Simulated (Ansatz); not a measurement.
Take a crystal in which Cd has been replaced by Hg on all its sites, with the cell rescaled by a rough guess (in some cases also distorted within its space group) and nothing relaxed:

```
Hg
1.0
     1.56846    0.90555    2.38902
    -1.56846    0.90555    2.38902
     0.00000   -1.81110    2.38902
Hg
1
Direct
  0.00000 0.00000 0.00000
```

Method: DFT PBE, scalar-relativistic, plane waves, PAW in Ansatz.

Plane waves to 420 eV, a k mesh through Γ of 18×18×18 on the computed 1-atom cell and Gaussian smearing (0.10 eV); no spin polarisation.

**Question.** What pressure does the cell carry?

**Answer.** The pressure is 15.0 GPa (positive in compression), so the cell would expand.

**Question.** Is it a metal on this mesh?

**Answer.** Yes, a band crosses the Fermi level.

Spin-orbit coupling is left out, which matters for the bands of heavy elements.